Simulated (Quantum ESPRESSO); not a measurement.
# HfC (Fm-3m) in Quantum ESPRESSO: convergence with k mesh

Aim: find how far k mesh must go before the results for HfC settle, at PBE. This setting moves, with any that are tied to it; all else stays.

Everything below comes from runs of Quantum ESPRESSO 7.5. Logs are shortened: lines on timing, memory, paths and dates and some standing lists are left out, and cuts for length are marked.

## 1. The structure

The structure is cubic, space group Fm-3m (No. 225). The conventional cell has a = 4.650 Å, b = 4.650 Å, c = 4.650 Å, α = 90.00°, β = 90.00°, γ = 90.00°. Around Hf (site symmetry m-3m) lie 6 C at 2.33 Å. C (site symmetry m-3m) has 6 Hf at 2.33 Å as nearest neighbours.

## 2. With k mesh 2 × 2 × 2

Input file pw.in:

```
&CONTROL
  calculation = 'scf'
  prefix = 'pwscf'
  outdir = './tmp'
  pseudo_dir = './pseudo'
  tprnfor = .true.
  tstress = .true.
  disk_io = 'nowf'
/
&SYSTEM
  ibrav = 0
  nat = 2
  ntyp = 2
  ecutwfc = 132
  nbnd = 22
  occupations = 'smearing'
  smearing = 'mp'
  degauss = 0.00734986
/
&ELECTRONS
  conv_thr = 4d-10
  electron_maxstep = 120
  mixing_beta = 0.5
/
ATOMIC_SPECIES
Hf   178.4900 Hf.upf
C     12.0110 C.upf
CELL_PARAMETERS angstrom
   0.0000000000    2.3250000000    2.3250000000
   2.3250000000    0.0000000000    2.3250000000
   2.3250000000    2.3250000000    0.0000000000
ATOMIC_POSITIONS crystal
Hf     0.5000000000    0.5000000000    0.5000000000
C      0.0000000000    0.0000000000    0.0000000000
K_POINTS automatic
2 2 2 0 0 0
```

Potentials or basis: PseudoDojo 0.4 SR PBE stringent.

Started as:

```
> OMP_NUM_THREADS=1 pw.x -in pw.in > pw.out
```

pw.out:

```text
This program is part of the open-source Quantum ESPRESSO suite
     for quantum simulation of materials; please cite
[... 9 lines left out ...]
     --------------------
     sticks:   dense  smooth     PW     G-vecs:    dense   smooth      PW
     Sum        1405    1405    397                34717    34717    5161

     Using Slab Decomposition

     bravais-lattice index     =            0
     lattice parameter (alat)  =       6.2135  a.u.
     unit-cell volume          =     169.6272 (a.u.)^3
     number of atoms/cell      =            2
     number of atomic types    =            2
     number of electrons       =        30.00
     number of Kohn-Sham states=           22
     kinetic-energy cutoff     =     132.0000  Ry
     charge density cutoff     =     528.0000  Ry
     scf convergence threshold =      4.0E-10
     mixing beta               =       0.5000
     number of iterations used =            8  plain     mixing
     Exchange-correlation= PBE
                           (   1   4   3   4   0   0   0)

     celldm(1)=   6.213507  celldm(2)=   0.000000  celldm(3)=   0.000000
     celldm(4)=   0.000000  celldm(5)=   0.000000  celldm(6)=   0.000000

     crystal axes: (cart. coord. in units of alat)
               a(1) = (   0.000000   0.707107   0.707107 )
               a(2) = (   0.707107   0.000000   0.707107 )
               a(3) = (   0.707107   0.707107   0.000000 )

     reciprocal axes: (cart. coord. in units 2 pi/alat)
               b(1) = ( -0.707107  0.707107  0.707107 )
               b(2) = (  0.707107 -0.707107  0.707107 )
               b(3) = (  0.707107  0.707107 -0.707107 )

     PseudoPot. # 1 for Hf read from file:
     Hf.upf
     Pseudo is Norm-conserving + core correction, Zval = 26.0
     Generated using ONCVPSP code by D. R. Hamann
     Using radial grid of 1656 points,  8 beta functions with:
                l(1) =   0
                l(2) =   0
                l(3) =   1
                l(4) =   1
                l(5) =   2
                l(6) =   2
                l(7) =   3
                l(8) =   3

     PseudoPot. # 2 for C  read from file:
     C.upf
     Pseudo is Norm-conserving + core correction, Zval =  4.0
     Generated using ONCVPSP code by D. R. Hamann
     Using radial grid of 1248 points,  4 beta functions with:
                l(1) =   0
                l(2) =   0
                l(3) =   1
                l(4) =   1

     atomic species   valence    mass     pseudopotential
     Hf               26.00   178.49000     Hf( 1.00)
     C                 4.00    12.01100     C ( 1.00)

     48 Sym. Ops., with inversion, found

   Cartesian axes

     site n.     atom                  positions (alat units)
         1        Hf     tau(   1) = (   0.7071068   0.7071068   0.7071068  )
         2        C      tau(   2) = (   0.0000000   0.0000000   0.0000000  )

     number of k points=     3  Methfessel-Paxton smearing, width (Ry)=  0.0073
                       cart. coord. in units 2pi/alat
        k(    1) = (   0.0000000   0.0000000   0.0000000), wk =   0.2500000
        k(    2) = (  -0.3535534  -0.3535534   0.3535534), wk =   1.0000000
        k(    3) = (  -0.7071068   0.0000000   0.0000000), wk =   0.7500000

     Dense  grid:    34717 G-vectors     FFT dimensions: (  45,  45,  45)

     Initial potential from superposition of free atoms

     starting charge      29.9981, renormalised to      30.0000
     Starting wfcs are   21 randomized atomic wfcs +    1 random wfcs

     Self-consistent Calculation

     iteration #  1     ecut=   132.00 Ry     beta= 0.50
     Davidson diagonalization with overlap
     ethr =  1.00E-02,  avg # of iterations =  3.3

     total energy              =    -580.18239627 Ry
     estimated scf accuracy    <       0.43809190 Ry

     iteration #  2     ecut=   132.00 Ry     beta= 0.50
     Davidson diagonalization with overlap
     ethr =  1.46E-03,  avg # of iterations =  2.0

     total energy              =    -580.31111811 Ry
     estimated scf accuracy    <       0.04333782 Ry

     iteration #  3     ecut=   132.00 Ry     beta= 0.50
     Davidson diagonalization with overlap
     ethr =  1.44E-04,  avg # of iterations =  1.7

     total energy              =    -580.31787433 Ry
     estimated scf accuracy    <       0.00211128 Ry

     iteration #  4     ecut=   132.00 Ry     beta= 0.50
     Davidson diagonalization with overlap
     ethr =  7.04E-06,  avg # of iterations =  2.0

     total energy              =    -580.31805754 Ry
     estimated scf accuracy    <       0.00032680 Ry

     iteration #  5     ecut=   132.00 Ry     beta= 0.50
     Davidson diagonalization with overlap
     ethr =  1.09E-06,  avg # of iterations =  1.7

     total energy              =    -580.31810873 Ry
     estimated scf accuracy    <       0.00000803 Ry

     iteration #  6     ecut=   132.00 Ry     beta= 0.50
     Davidson diagonalization with overlap
     ethr =  2.68E-08,  avg # of iterations =  3.0

     total energy              =    -580.31810980 Ry
     estimated scf accuracy    <       0.00000433 Ry

     iteration #  7     ecut=   132.00 Ry     beta= 0.50
     Davidson diagonalization with overlap
     ethr =  1.44E-08,  avg # of iterations =  1.7

     total energy              =    -580.31811018 Ry
     estimated scf accuracy    <       0.00000024 Ry

     iteration #  8     ecut=   132.00 Ry     beta= 0.50
     Davidson diagonalization with overlap
     ethr =  7.98E-10,  avg # of iterations =  2.7

     total energy              =    -580.31811025 Ry
     estimated scf accuracy    <       0.00000002 Ry

     iteration #  9     ecut=   132.00 Ry     beta= 0.50
     Davidson diagonalization with overlap
     ethr =  5.82E-11,  avg # of iterations =  2.0

     total energy              =    -580.31811025 Ry
     estimated scf accuracy    <          1.5E-09 Ry

     iteration # 10     ecut=   132.00 Ry     beta= 0.50
     Davidson diagonalization with overlap
     ethr =  4.98E-12,  avg # of iterations =  2.0

     End of self-consistent calculation

          k = 0.0000 0.0000 0.0000 (  4285 PWs)   bands (ev):

   -41.9411 -10.3331 -10.3331 -10.3331   7.2599   8.2478   8.2807   8.2807
     8.2807   8.3493   8.3493   8.3493  20.7227  20.7227  20.7227  20.7684
    20.7684  20.7684  22.7706  22.7706  26.3629  30.4634

          k =-0.3536-0.3536 0.3536 (  4338 PWs)   bands (ev):

   -41.9016 -10.9936 -10.4010 -10.4010   8.1904   8.2919   8.2940   8.2940
     8.3490   8.3490   8.3517  11.1703  13.3623  16.5416  16.5416  24.6598
    24.6598  25.2003  26.0707  30.8496  30.8496  32.7285

          k =-0.7071 0.0000 0.0000 (  4360 PWs)   bands (ev):

   -41.8884 -10.9144 -10.5607 -10.5607   8.2947   8.2961   8.2961   8.3054
     8.3347   8.3347   8.3357   9.1810  16.9375  17.6340  19.5571  19.5571
    24.6729  26.0472  26.0472  27.8670  28.7271  31.9726

     the Fermi energy is    20.2514 ev

!    total energy              =    -580.31811025 Ry
     estimated scf accuracy    <          2.0E-10 Ry
     smearing contrib. (-TS)   =       0.00000000 Ry
     internal energy E=F+TS    =    -580.31811025 Ry

     The total energy is F=E-TS. E is the sum of the following terms:
     one-electron contribution =    -292.69360917 Ry
     hartree contribution      =     185.23009226 Ry
     xc contribution           =     -85.99885412 Ry
     ewald contribution        =    -386.85573921 Ry

     convergence has been achieved in  10 iterations

     Forces acting on atoms (cartesian axes, Ry/au):

     atom    1 type  1   force =     0.00000000   -0.00000000   -0.00000000
     atom    2 type  2   force =    -0.00000000    0.00000000   -0.00000000

     Total force =     0.000000     Total SCF correction =     0.000000

     Computing stress (Cartesian axis) and pressure

          total   stress  (Ry/bohr**3)                   (kbar)     P=       73.07
   0.00049675   0.00000000   0.00000000           73.07        0.00        0.00
   0.00000000   0.00049675   0.00000000            0.00       73.07        0.00
   0.00000000   0.00000000   0.00049675            0.00        0.00       73.07

=------------------------------------------------------------------------------=
   JOB DONE.
=------------------------------------------------------------------------------=
```

It took 5.7 s on 1 thread of Arm Neoverse V1, shared host; peak memory 0.08 GiB.

What came out:

- Free energy: -7895.6301 eV
- Pressure: 7.3 GPa
- Band gap on the k mesh: none (metal or under the smearing width)

## 3. With k mesh 3 × 3 × 3

pw.in: that of step 2 with these lines changed.

```diff
@@ -35,2 +35,2 @@
 K_POINTS automatic
-2 2 2 0 0 0
+3 3 3 0 0 0
```

Potentials or basis: PseudoDojo 0.4 SR PBE stringent.

Started as:

```
> OMP_NUM_THREADS=1 pw.x -in pw.in > pw.out
```

It took 7.7 s on 1 thread of Arm Neoverse V1, shared host; peak memory 0.08 GiB.

Results:

```yaml
Free_energy: -7896.6016 eV
Pressure: -0.1 GPa
Band_gap_on_the_k_mesh: none (metal or under the smearing width)
```

## 4. With k mesh 4 × 4 × 4

pw.in: that of step 3 with these lines changed.

```diff
@@ -35,2 +35,2 @@
 K_POINTS automatic
-3 3 3 0 0 0
+4 4 4 0 0 0
```

Started as:

```
> OMP_NUM_THREADS=1 pw.x -in pw.in > pw.out
```

Wall time 16 s (1 thread of Arm Neoverse V1, shared host); peak memory 0.09 GiB.

Results:

```
Free energy            : -7896.7533 eV
Pressure               : -1.4 GPa
Band gap on the k mesh : none (metal or under the smearing width)
```

## 5. With k mesh 6 × 6 × 6

pw.in: that of step 4 with these lines changed.

```diff
@@ -35,2 +35,2 @@
 K_POINTS automatic
-4 4 4 0 0 0
+6 6 6 0 0 0
```

Started as:

```
> OMP_NUM_THREADS=1 pw.x -in pw.in > pw.out
```

Wall time 28 s (1 thread of Arm Neoverse V1, shared host); peak memory 0.11 GiB.

What came out:

* Free energy: -7896.8107 eV
* Pressure: 0.1 GPa
* Band gap on the k mesh: none (metal or under the smearing width)

## 6. With k mesh 8 × 8 × 8

pw.in: that of step 5 with these lines changed.

```diff
@@ -35,2 +35,2 @@
 K_POINTS automatic
-6 6 6 0 0 0
+8 8 8 0 0 0
```

Potentials or basis: PseudoDojo 0.4 SR PBE stringent.

Started as:

```
> OMP_NUM_THREADS=1 pw.x -in pw.in > pw.out
```

It took 50 s on 1 thread of Arm Neoverse V1, shared host; peak memory 0.12 GiB.

Results (log left out):

```
Free energy            : -7896.8204 eV
Pressure               : 0.1 GPa
Band gap on the k mesh : none (metal or under the smearing width)
```

## 7. With k mesh 9 × 9 × 9

pw.in: that of step 6 with these lines changed.

```diff
@@ -35,2 +35,2 @@
 K_POINTS automatic
-8 8 8 0 0 0
+9 9 9 0 0 0
```

Started as:

```
> OMP_NUM_THREADS=1 pw.x -in pw.in > pw.out
```

Run time: 63 s. Hardware: 1 thread of Arm Neoverse V1, shared host; peak memory 0.13 GiB.

Results (log left out):

```
Free energy            : -7896.8211 eV
Pressure               : 0.1 GPa
Band gap on the k mesh : none (metal or under the smearing width)
```

## 8. With k mesh 10 × 10 × 10

pw.in: that of step 7 with these lines changed.

```diff
@@ -35,2 +35,2 @@
 K_POINTS automatic
-9 9 9 0 0 0
+10 10 10 0 0 0
```

Started as:

```
> OMP_NUM_THREADS=1 pw.x -in pw.in > pw.out
```

Wall time 85 s (1 thread of Arm Neoverse V1, shared host); peak memory 0.15 GiB.

It converged, with:

- Free energy: -7896.8217 eV
- Pressure: 0.1 GPa
- Band gap on the k mesh: none (metal or under the smearing width)

## 9. With k mesh 12 × 12 × 12

pw.in: that of step 8 with these lines changed.

```diff
@@ -35,2 +35,2 @@
 K_POINTS automatic
-10 10 10 0 0 0
+12 12 12 0 0 0
```

Potentials or basis: PseudoDojo 0.4 SR PBE stringent.

Started as:

```
> OMP_NUM_THREADS=1 pw.x -in pw.in > pw.out
```

Run time: 2.1 min. Hardware: 1 thread of Arm Neoverse V1, shared host; peak memory 0.18 GiB.

It converged, with:

```yaml
Free_energy: -7896.8247 eV
Pressure: 0.1 GPa
Band_gap_on_the_k_mesh: none (metal or under the smearing width)
```

## 10. With k mesh 14 × 14 × 14

pw.in: that of step 9 with these lines changed.

```diff
@@ -35,2 +35,2 @@
 K_POINTS automatic
-12 12 12 0 0 0
+14 14 14 0 0 0
```

Started as:

```
> OMP_NUM_THREADS=1 pw.x -in pw.in > pw.out
```

Wall time 3.1 min (1 thread of Arm Neoverse V1, shared host); peak memory 0.23 GiB.

The run converged. Its results:

```
Free energy            : -7896.8240 eV
Pressure               : 0.0 GPa
Band gap on the k mesh : none (metal or under the smearing width)
```

## 11. Summary

```tsv
k mesh	energy less the tightest run, at zero smearing (meV/atom)	pressure (GPa)	SCF cycles	CPU time (s)	peak memory (GiB)
2 × 2 × 2	596.92	7.31	10	5.7	0.08
3 × 3 × 3	112.72	-0.06	11	7.7	0.08
4 × 4 × 4	34.90	-1.38	13	16	0.09
6 × 6 × 6	6.57	0.07	11	28	0.11
8 × 8 × 8	1.84	0.13	11	50	0.12
9 × 9 × 9	1.45	0.10	12	63	0.13
10 × 10 × 10	1.03	0.06	12	85	0.15
12 × 12 × 12	-0.33	0.11	12	130	0.18
14 × 14 × 14	0.00	0.03	12	180	0.23
```

Against the tightest run, the energy stays within 1 meV/atom from 12 × 12 × 12 on; the pressure stays within 0.1 GPa from 9 × 9 × 9 on. Meshes of other sizes hit other points, so gaps and Fermi surfaces needn't settle smoothly. The tightest run that finished is the yardstick and may itself not be fully converged.
